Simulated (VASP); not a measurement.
Set up this calculation in VASP 6.6.1, as the native input.

| Item | Value |
| --- | --- |
| Task | band structure |
| Functional | PBE |
| Potentials or basis | VASP PAW PBE potentials, release 64 (Gd) |
| Cutoff | 600 eV |
| k mesh | 7 × 7 × 7 |
| Occupations | fermi-dirac, width 0.05 eV |
| Spin | collinear spin, ferromagnetic start |
| Starting moments | [7.0] μB |
| Further INCAR settings | ALGO = Fast; EDIFF = 1e-06 |

The structure of Gd lies in POSCAR:

```
Gd
1.0
   -2.0250000000      2.0250000000      2.0250000000
    2.0250000000     -2.0250000000      2.0250000000
    2.0250000000      2.0250000000     -2.0250000000
Gd
1
Direct
    0.0000000000      0.0000000000      0.0000000000
```

This isn't the form of Gd at room conditions, which is hcp.

These files were run (other wordings do the same):

INCAR

```
SYSTEM = Gd
PREC = Accurate
ENCUT = 600
EDIFF = 1E-6
ISMEAR = -1
SIGMA = 0.05
LREAL = .FALSE.
LASPH = .TRUE.
NELM = 100
ALGO = Fast
ISIF = 2
LWAVE = .FALSE.
LCHARG = .FALSE.
ISPIN = 2
MAGMOM = 7
LORBIT = 11
LMAXMIX = 6
GGA = PE
```

KPOINTS

```
Automatic mesh
0
G
  7 7 7
  0 0 0
```

KPOINTS_OPT

```
path GHNGPH,PN
10
line-mode
reciprocal
 0.0000000000  0.0000000000  0.0000000000  G
 0.5000000000 -0.5000000000  0.5000000000  H

 0.5000000000 -0.5000000000  0.5000000000  H
 0.0000000000  0.0000000000  0.5000000000  N

 0.0000000000  0.0000000000  0.5000000000  N
 0.0000000000  0.0000000000  0.0000000000  G

 0.0000000000  0.0000000000  0.0000000000  G
 0.2500000000  0.2500000000  0.2500000000  P

 0.2500000000  0.2500000000  0.2500000000  P
 0.5000000000 -0.5000000000  0.5000000000  H

 0.2500000000  0.2500000000  0.2500000000  P
 0.0000000000  0.0000000000  0.5000000000  N
```

Potentials or basis: VASP PAW PBE potentials, release 64 (Gd).

Launch:

```sh
$ cat potpaw_PBE.64/Gd/POTCAR > POTCAR
$ mpirun -np 1 vasp_std > vasp.out
```

It gave:

```
Pressure                                              : 1.0 GPa
Band gap along the path                               : none (metal or under the smearing width)
Net moment                                            : 7.63 μB per cell
Site moments                                          : Gd +7.01 μB
Valence electrons inside the program's atomic spheres : Gd 15.20
```

Caveat: spin-orbit coupling is left out, which moves the levels of the heavy elements.

Run time: 2.1 min on 1 thread of Intel(R) Xeon(R) 6975P-C (Granite Rapids), on a shared host, peak memory 0.21 GiB.
